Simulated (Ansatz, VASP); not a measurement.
## Two plane-wave programs on Nb

```
CELL_PARAMETERS angstrom
2.69852 0.00000 0.00000
0.00000 2.69852 0.00000
0.00000 0.00000 2.69852
ATOMIC_POSITIONS crystal
Nb 0.00000 0.00000 0.00000
```

Change from the starting cell: volume scaled by 0.98, PAW files.

Alike in both runs: task electric field gradients; functional PBE; k mesh 13 × 13 × 13; occupations fermi-dirac, width 0.03 eV; no spin polarisation.

|  | VASP | Ansatz |
| --- | --- | --- |
| version | VASP 6.6.1 | Ansatz 0.2.0 |
| potentials or method | VASP PAW PBE potentials, release 64 (Nb_sv) | PAW with Ansatz's default frozen-core files, scalar-relativistic |
| plane-wave cutoff (eV) | 520 | 420 |
| valence electrons in the cell | 13 | 13 |

Ansatz gave:

```
pressure (GPa)                                                 : 2.8
Vzz of the field gradient on the site that differs most (V/Å²) : 0.0
```

Which values does VASP return?

Pressure (GPa): 2.6; Vzz of the field gradient on the site that differs most (V/Å²): 0.0.

With one functional, cell and mesh, what is left measures potentials, basis and numerics. Ansatz warned: «gradients_without_spin_orbit».
